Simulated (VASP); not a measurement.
C2H6, 8 atoms in the cell. The cell holds a molecule in a box, 8 atoms: a = 13.084 Å, b = 13.584 Å, c = 14.084 Å, α = 90.00°, β = 90.00°, γ = 90.00°. 

* Program: VASP 6.6.1
* Task: relaxation of the atoms
* Functional: PBE
* Dispersion: D3(BJ)
* Potentials or basis: VASP PAW PBE potentials, release 64 (C, H)
* Cutoff: 400 eV
* k mesh: 1 × 1 × 1
* Occupations: gaussian, width 0.01 eV
* Spin: no spin polarisation
* Atoms held fixed (from 0): [0]
* Further INCAR settings: ALGO = Normal; EDIFF = 1e-06; ISYM = 0; IBRION = 2; EDIFFG = -0.03; NSW = 120

Potentials or basis: VASP PAW PBE potentials, release 64 (C, H).

Run with:

```bash
$ cat potpaw_PBE.64/C/POTCAR potpaw_PBE.64/H/POTCAR > POTCAR
$ mpirun -np 4 vasp_gam > vasp.out
```

Hardware: 4 MPI ranks on AMD EPYC 9R14 (Zen 4), with other jobs on the host.

Problem. How long does it take, and how much memory?

Solution. Wall time 120 s on 4 MPI ranks on AMD EPYC 9R14 (Zen 4), with other jobs on the host, peak memory 0.48 GiB a rank. Counts: scf iterations 98, k points 1, ion steps 11.
